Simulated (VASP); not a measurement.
BaTiO3: relaxation of cell and atoms with PBEsol

BaTiO3:

```xyz
5
Lattice="3.9998 0.0000 0.0000 0.0000 3.9998 0.0000 0.0000 0.0000 4.0180" Properties=species:S:1:pos:R:3 pbc="T T T"
Ba    0.0000    0.0000    0.0000
Ti    1.9999    1.9999    1.9688
O     1.9999    1.9999    0.0763
O     1.9999    0.0000    2.0773
O     0.0000    1.9999    2.0773
```

| Property | Result |
| --- | --- |
| Program | VASP 6.6.1 |
| Task | relaxation of cell and atoms |
| Functional | PBEsol |
| Potentials or basis | VASP PAW PBE potentials, release 64 (Ba_sv, Ti_sv, O) |
| Cutoff | 600 eV |
| k mesh | 8 × 8 × 8 |
| Occupations | gaussian, width 0.03 eV |
| Spin | no spin polarisation |
| Further INCAR settings | ALGO = Normal; EDIFF = 1e-06; IBRION = 2; EDIFFG = -0.01; NSW = 90; ISIF = 3 |

```
Relaxed volume                         : 12.79 Å³/atom
Relaxed cell                           : a = 3.966 Å, b = 3.966 Å, c = 4.066 Å, α = 90.00°, β = 90.00°, γ = 90.00°
Space group after relaxing (to 0.05 Å) : P4mm (No. 99)
Energy gained by relaxing              : 3.0 meV/atom
Ionic steps                            : 13
Pressure after relaxing                : 0.0 GPa
Largest force after relaxing           : 0.006 eV/Å
Band gap on the k mesh                 : 1.76 eV, indirect (least direct gap 2.19 eV)
```

Forces in eV/Å, atoms in the order of the input:
```
Ba   0.000  0.000 -0.004
Ti   0.000  0.000 -0.006
O    0.000  0.000  0.005
O    0.000  0.000  0.002
O    0.000  0.000  0.002
```

Stress tensor (GPa, compression positive):
```
 0.05  0.00  0.00
 0.00  0.05  0.00
 0.00  0.00 -0.05
```

Step by step:
| step | energy change (eV) | largest force (eV/Å) | pressure (GPa) | volume (Å³) |
| --- | --- | --- | --- | --- |
| 1 | 0.0000 | 0.3270 | -2.15 | 64.28 |
| 2 | -0.0031 | 0.0389 | 2.65 | 62.69 |
| 3 | -0.0086 | 0.1429 | 0.46 | 63.38 |
| 4 | -0.0112 | 0.0847 | 0.32 | 63.51 |
| 5 | -0.0125 | 0.0977 | 0.08 | 63.79 |
| 6 | -0.0127 | 0.0942 | 0.10 | 63.71 |
| 7 | -0.0137 | 0.0544 | -0.07 | 63.84 |
| 8 | -0.0141 | 0.0693 | -0.37 | 64.05 |
| 9 | -0.0145 | 0.0625 | 0.06 | 63.93 |
| 10 | -0.0145 | 0.0629 | 0.08 | 63.93 |
| 11 | -0.0147 | 0.0363 | 0.05 | 63.95 |
| 12 | -0.0148 | 0.0297 | 0.01 | 63.96 |
| 13 | -0.0149 | 0.0058 | 0.02 | 63.97 |

Final structure:
```cif
data_structure
_symmetry_space_group_name_H-M 'P 1'
_symmetry_Int_Tables_number 1
_cell_length_a 3.9665
_cell_length_b 3.9665
_cell_length_c 4.0663
_cell_angle_alpha 90.000
_cell_angle_beta 90.000
_cell_angle_gamma 90.000
_cell_volume 63.97
loop_
_atom_site_label
_atom_site_type_symbol
_atom_site_fract_x
_atom_site_fract_y
_atom_site_fract_z
_atom_site_occupancy
Ba1 Ba 0.00000 0.00000 0.99865 1
Ti1 Ti 0.50000 0.50000 0.48200 1
O1 O 0.50000 0.50000 0.02903 1
O2 O 0.50000 0.00000 0.51666 1
O3 O 0.00000 0.50000 0.51666 1
```

Levels at points of the mesh, in eV from the valence-band top:
| k point | band 16 | band 17 | band 18 | band 19 | band 20 | band 21 | band 22 | band 23 | band 24 |
| --- | --- | --- | --- | --- | --- | --- | --- | --- | --- |
| (0.00, 0.00, 0.00) | -1.47 | -1.27 | -0.54 | -0.43 | -0.43 | 1.76 | 2.16 | 2.16 | 4.15 |
| (0.50, 0.00, 0.00) | -2.06 | -1.96 | -1.77 | -1.23 | -1.05 | 2.28 | 3.56 | 3.63 | 4.18 |
| (0.50, 0.50, 0.00) | -2.96 | -1.89 | -1.05 | -1.05 | -0.08 | 3.66 | 3.66 | 4.02 | 4.59 |
| (0.00, 0.00, 0.50) | -2.07 | -2.07 | -2.07 | -0.74 | -0.74 | 1.92 | 3.56 | 3.56 | 4.14 |
| (0.50, 0.00, 0.50) | -2.78 | -1.80 | -1.02 | -0.98 | -0.33 | 3.58 | 3.60 | 3.92 | 4.97 |
| (0.50, 0.50, 0.50) | -2.53 | -2.53 | -0.24 | -0.24 | 0.00 | 4.20 | 4.20 | 4.25 | 6.33 |

Wall time 2.3 min on 2 MPI ranks on Intel(R) Xeon(R) 6975P-C (Granite Rapids), on a shared host, peak memory 0.3 GiB a rank.

Caveat: the PAW data sets were made with another functional, which shifts forces and pressure a little; spin-orbit coupling is left out, which moves the levels of the heavy elements. PBEsol gaps usually lie below the measured ones, often by a third to a half.
